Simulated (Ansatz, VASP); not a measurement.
# Cross-check of P (black phosphorene 3 layers, AB) between VASP and Ansatz

Wanted: the spread between two codes on one cell, functional and k mesh. Of the first pair: The structure shown is the start of the Ansatz relaxation below; VASP solves that cell, so the two are compared at the walk's first step.

Program: Ansatz 0.2.0. Level of theory: plane waves, with VASP 6.6.1 beside it; single point at PBE with D3(BJ). Results are calculated unless marked as measured.

## Step 1: Set-up

The cell holds 12 atoms: 12 P. Cell: a = 4.620 Å, b = 3.300 Å, c = 57.220 Å, α = 90.0°, β = 90.0°, γ = 90.0°. Vacuum lies along c.

## Step 2: Ansatz: relaxation, PBE with D3(BJ)

Ansatz runs on its default PAW (the set named soft_2) files.

The two programs are compared at the cell with which this relaxation starts, whose forces are those of its first step.

Contents of input.yaml:

```yaml
crystal:
  lattice:
    - [4.62, 0.0, 0.0]
    - [0.0, 3.3, 0.0]
    - [0.0, 0.0, 57.220000002]
  atoms:
    - { symbol: P, position: [0.09, 0.0, 0.385354771] }
    - { symbol: P, position: [0.41, 0.5, 0.3871024117] }
    - { symbol: P, position: [0.91, 0.0, 0.4245019224] }
    - { symbol: P, position: [0.59, 0.5, 0.4227542817] }
    - { symbol: P, position: [0.09, 0.5, 0.4804264243] }
    - { symbol: P, position: [0.41, 0.0, 0.482174065] }
    - { symbol: P, position: [0.91, 0.5, 0.5195735757] }
    - { symbol: P, position: [0.59, 0.0, 0.517825935] }
    - { symbol: P, position: [0.09, 0.0, 0.5754980776] }
    - { symbol: P, position: [0.41, 0.5, 0.5772457183] }
    - { symbol: P, position: [0.91, 0.0, 0.614645229] }
    - { symbol: P, position: [0.59, 0.5, 0.6128975883] }
  periodic: [true, true, false]
kpoints:
  mp_grid: { grid: [8, 10, 1] }
hamiltonian:
  xc: pbe
  dispersion: d3bj
scf:
  occupations: { method: fermi_dirac, width: 0.05 }
  convergence: { dr2_threshold: 1.0e-09 }
relax:
  f_tol: 0.004
  max_steps: 90
  cell: {}
output:
  write_potential: true
  write_density: true
  volumetric_format: npy
```

The run is started by

```bash
> ansatz run input.yaml --threads 4 --pin off --max-ram 8192MiB --backend cpu --events-out ev --progress --plain --runs-dir out
```

Numbers of over 12 decimals in the logs are rounded to 6 here.

Output:

```text
Warning: relax.cell: scf.convergence.dr2_threshold = 1e-9 eV is looser than the 2.24494438384e-10 eV advised for a relaxation that steers and ends on the stress (1e-10 eV for each atom of the cell: 12, times the square of relax.cell.stress_2d_tol = 0.05 N/m over 23.1 Å (the atoms' height at the walk's start and 5 Å past either face), 2.163e-2 GPa, over a crystal's default 0.05). What an SCF threshold leaves in a stress goes as its square root, and in the free energy as the threshold itself, and one threshold admits the most on a small cell: [figures from the program's tests cut] Set scf.convergence.dr2_threshold to 2.24494438384e-10 eV or tighter. [rest of the remark cut]
Engine: ansatz 0.2.0, x86_64-unknown-linux-gnu
Pseudopotentials: kind: paw
Pseudopotential: P, paw, valence charge 5, recommended cutoff 420 eV (normal), P.paw.azcp
Functional definition: PBE
  parameter kappa = 0.804
  parameter beta = 0.066725
  exchange = pbe_x(kappa = kappa, mu = beta*pi^2/3)
  correlation = pbe_c(beta = beta)
Crystal: 12 atoms, lattice volume = 872.376 Å³
Basis set: ecut = 420 eV, 17251 PW (Γ), exchange–correlation on 64×48×768 points (8 copies of the dense FFT grid, shifted against one another)
Bands: 42, of which v1, the nominal top of the filled ones, is band 30 counted from 1 (29 counted from 0)
Symmetry: 4 space group operations
Space group: P2/m (ITA 10), of the structure as read, at distance tolerance 9.6e-5 Å
k-points: 30 of 80
Non-local potential: P, projectors of the file, l = 0: 2, l = 1: 2, l = 2: 2
PAW form: soft (Blöchl's): semilocal exchange-correlation on the pseudo side does not see the compensation charge
PAW one-centre angular grid: P, 110 points (default); XC on 64 Gauss nodes
Initial density: superposition of atomic densities (neutral atoms: chi_scale 0, normalization atom), corrected by the library's trained network
Initial wavefunctions: pseudopotential atomic-orbital guess
Functional: x = pbe(κ = 0.804, μ = 0.219515), c = pbe(β = 0.066725)
SCF iter   1: F=—  HF=-9071.348598 eV  |F-HF|=—  |Δ(HF+E_count)|=         —  Δρ=1.38e-3  dr2=1.53e-1  ethr=1.77e-3  ⟨swp⟩=14.4  Hψ=9780  notcnv=0  defer=2
preconditioner: auto → LDOS  [insulator: Δε(μ)=0.129 eV  Ē_g=8.745 eV  σ=0.050 eV  W_gap=0.57  n_scr=68 (ndim 8)  ℏωp=9.7 eV  f_vac=0.697  D(μ)=0.25/eV (n_scr^D=4)  ε∞_Penn≈2.2  β→1.0]
SCF iter   2: F=—  HF=-9071.430788 eV  |F-HF|=—  |Δ(HF+E_count)|=   8.22e-2  Δρ=2.88e-3  dr2=8.56e-1  ethr=2.55e-4  ⟨swp⟩=5.8  Hψ=3708  notcnv=0  defer=90  recentre
SCF iter   3: F=—  HF=-9071.333100 eV  |F-HF|=—  |Δ(HF+E_count)|=   9.77e-2  Δρ=5.42e-4  dr2=2.25e-2  ethr=2.55e-4  ⟨swp⟩=4.6  Hψ=2793  notcnv=0  defer=87
SCF iter   4: F=—  HF=-9071.330444 eV  |F-HF|=—  |Δ(HF+E_count)|=   2.66e-3  Δρ=1.27e-4  dr2=3.03e-4  ethr=3.75e-5  ⟨swp⟩=2.6  Hψ=2107  notcnv=0  defer=81
SCF iter   5: F=—  HF=-9071.330457 eV  |F-HF|=—  |Δ(HF+E_count)|=   1.27e-5  Δρ=4.65e-5  dr2=1.38e-5  ethr=5.05e-7  ⟨swp⟩=3.3  Hψ=2724  notcnv=0  defer=81
SCF iter   6: F=—  HF=-9071.330439 eV  |F-HF|=—  |Δ(HF+E_count)|=   1.77e-5  Δρ=1.60e-5  dr2=2.42e-6  ethr=2.29e-8  ⟨swp⟩=3.1  Hψ=2622  notcnv=0  defer=81
SCF iter   7: F=—  HF=-9071.330612 eV  |F-HF|=—  |Δ(HF+E_count)|=   1.73e-4  Δρ=3.87e-6  dr2=2.60e-7  ethr=4.03e-9  ⟨swp⟩=2.6  Hψ=2302  notcnv=0  defer=82
SCF iter   8: F=—  HF=-9071.330612 eV  |F-HF|=—  |Δ(HF+E_count)|=   3.70e-8  Δρ=1.17e-6  dr2=1.12e-8  ethr=4.34e-10  ⟨swp⟩=3.3  Hψ=2665  notcnv=0  defer=82
SCF iter   9: F=—  HF=-9071.330612 eV  |F-HF|=—  |Δ(HF+E_count)|=   2.20e-8  Δρ=2.55e-7  dr2=1.07e-9  ethr=1.87e-11  ⟨swp⟩=2.8  Hψ=2484  notcnv=0  defer=82
SCF iter  10: F=-9071.330612 eV  HF=-9071.330612 eV  |F-HF|=4.29e-10  |Δ(HF+E_count)|=   1.52e-9  Δρ=1.23e-7  dr2=3.80e-10  ethr=1.67e-12  ⟨swp⟩=11.1  Hψ=9680  notcnv=0
SCF 1 converged in 10 iterations: F = -9071.330612 eV  dr2 = 3.80e-10
  greatest PAW one-centre occupation: 0.815 electrons in one spin orbital (limit 2), on the P atom at site 6 (counted from 0), in its partial waves of l = 0
relax step   1: F+E_penalty+E_count = -9071.33061194 eV  Δ(F+E_penalty+E_count) = +0.000e0 eV  max|allowed force component| = 1.072e0 eV/Å  Δτ_max = 0.0000 Å  P = -3.813 N/m  Ω = 872.376 Å³  fix = [c, alpha, beta]  reactions: c +0.000 N/m; beta +0.000 N/m/rad  (10 SCF iters, accepted)
[...]
relax step   8: F+E_penalty+E_count = -9071.90025298 eV  Δ(F+E_penalty+E_count) = -3.511e-5 eV  max|allowed force component| = 2.668e-3 eV/Å  Δτ_max = 0.0044 Å  P = +0.005 N/m  Ω = 807.066 Å³  energy of the carried Pulay correction = +2.320e-3 eV  fix = [c, alpha, beta]  reactions: c +0.000 N/m; beta -0.000 N/m/rad  (7 SCF iters, accepted)
[...]
relax step   9: F+E_penalty+E_count = -9071.89918814 eV  Δ(F+E_penalty+E_count) = +1.065e-3 eV  max|allowed force component| = 2.771e-3 eV/Å  Δτ_max = 0.0000 Å  P = -0.008 N/m  Ω = 807.066 Å³  fix = [c, alpha, beta]  reactions: c +0.000 N/m; beta +0.000 N/m/rad  stress off target by 2.00e-2 N/m on what of the cell is left free  SCF on the basis re-selected at this cell (its energy is not comparable with the rows above)  (4 SCF iters)
basis re-selected at this cell: Δ(F+E_penalty+E_count) = +1.065e-3 eV, ΔP = -0.013 N/m vs the last step (what re-selecting the basis moved, of the pressure what is left beyond the Pulay correction that the steps carried, after the strain that the cell walked since its last selection, with what the two solves' SCF thresholds leave and, on support functions, any second-order correction that the steps lacked; it is no measure of the basis error at this ecutwfc). The dense FFT grid was sized anew with the basis: this SCF ran on 30×24×384 points, the steps before it on 32×24×384, so part of this shift can come from that change (see relax.cell in the input reference). [rest of the remark cut]
SCF converged after 4 iterations
Free energy (F): -9071.899188 eV
Harris-Foulkes:  -9071.899188 eV  (|F-HF|=4.18e-11)
Internal energy: -9071.893446 eV  (E = F + TS)
E sigma→0 (E₀):  -9071.896317 eV
Entropy (-TS):   -0.005742 eV (-0.479 meV/atom)
Fermi energy:    -4.398610 eV
--- Per-component energies (eV) ---
  E_band       = -672.656002
  E_kinetic    = 843.648133
  E_local      = -215693.188745  (includes V_loc(G=0)·N_el)
  E_nonlocal   = 407.225720
  E_hartree    = 107294.048005
  E_xc         = -736.939536
  E_vxc        = -728.041483  (∫ρ·V_xc dr)
  E_paw        = -6832.014633  (= ΣΔE_a)
  E_vpaw       = -90.388256  (= ΣTr[D̂ρ^β])
  E_aug_tail   = 0.000038  (compensation charges beyond the density's cutoff)
  E_ewald      = 105649.445708
  E_disp       = -4.118136  (pairwise vdW)
  E_smearing   = -0.005742  (= −TS)
  E_closure    = 0.000000  (closes the sum)
  Σ components = -9071.899188   (vs F -9071.899188, Δ=0.00e0)
--- Forces (eV/Å), atoms counted from 1 ---
  atom   1  P     -0.00270512    -0.00000000    -0.00090020
  atom   2  P      0.00277121     0.00000000    -0.00054477
  atom   3  P     -0.00229629     0.00000000     0.00045076
  atom   4  P      0.00171424    -0.00000000     0.00025710
  atom   5  P     -0.00010346    -0.00000000    -0.00019162
  atom   6  P      0.00035353     0.00000000     0.00013291
  atom   7  P      0.00010346     0.00000000     0.00019162
  atom   8  P     -0.00035353    -0.00000000    -0.00013291
  atom   9  P      0.00229629    -0.00000000    -0.00045076
  atom  10  P     -0.00171424     0.00000000    -0.00025710
  atom  11  P      0.00270512     0.00000000     0.00090020
  atom  12  P     -0.00277121    -0.00000000     0.00054477
  max |Σ_I F_I| component: 2.17e-19 eV/Å
--- 2D stress c σ (N/m, compression-positive) ---
       -0.020014      -0.000000      -0.000000
       -0.000000       0.003433      -0.000000
       -0.000000      -0.000000      -0.000000
  P = ½ c Tr σ = -0.0083 N/m
--- Band table (eV; the first three rows and the last of 30) ---
  k-point 0: bands = [... 26 lower, -6.6064, -5.6105, -4.8685, -4.4848, -4.2162, -3.7715, -3.7679, -3.5257, ... 8 higher]
  k-point 1: bands = [... 26 lower, -6.5300, -5.5204, -4.8760, -4.3920, -4.3749, -3.6833, -3.4157, -2.8049, ... 8 higher]
  k-point 2: bands = [... 26 lower, -6.3504, -5.5502, -5.1618, -4.9913, -4.0636, -3.6575, -3.3810, -3.1420, ... 8 higher]
  k-point 29: bands = [... 26 lower, -6.6208, -6.6199, -6.4282, -6.4280, -2.6882, -2.6868, -2.5091, -2.5084, ... 8 higher]
  the weakly bound empty levels are not read free of the cell's end (no_gap_told)
--- Relaxed structure (8 steps of the walk, 8 accepted, 1 SCFs on fresh bases) ---
  F+E_penalty+E_count = -9071.89918814 eV   max|allowed force component| = 2.771e-3 eV/Å   (the final SCF, on the basis selected at the relaxed cell)
  cell:  # Å, volume = 807.0662 Å³
    - [4.261012, 0.0, 0]
    - [0.0, 3.310156, 0.0]
    - [0, 0.0, 57.220000002]
  atoms:
    - { symbol: P, position: [0.077225, 0.0, 0.392163] }
    - { symbol: P, position: [0.424510, 0.5, 0.392167] }
    - { symbol: P, position: [0.925501, 0.0, 0.429813] }
    - { symbol: P, position: [0.576234, 0.5, 0.429819] }
    - { symbol: P, position: [0.075550, 0.5, 0.481136] }
    - { symbol: P, position: [0.424468, 0.0, 0.481135] }
    - { symbol: P, position: [0.924450, 0.5, 0.518864] }
    - { symbol: P, position: [0.575532, 0.0, 0.518865] }
    - { symbol: P, position: [0.074499, 0.0, 0.570187] }
    - { symbol: P, position: [0.423766, 0.5, 0.570181] }
    - { symbol: P, position: [0.922775, 0.0, 0.607837] }
    - { symbol: P, position: [0.575490, 0.5, 0.607833] }
```

Reading the cycles: dr2 is the Hartree energy of the density residual (eV), the measure of convergence; HF is the Harris–Foulkes estimate of the energy, which meets the free energy F at convergence.

[end of part 1 of 2]

[Lines on the potential files, build, host, timing and source positions are cut from VASP's logs without a mark.]

[Logs are printed without paths, hosts, clocks, repeated set-up lines and the standing remarks that a program may print on its own settings, such as how far it seeks lower states.]

[Hosts, paths, dates, database ids (printed as entryN), source tags and the programs' standing remarks are cut or masked in the printed files.]
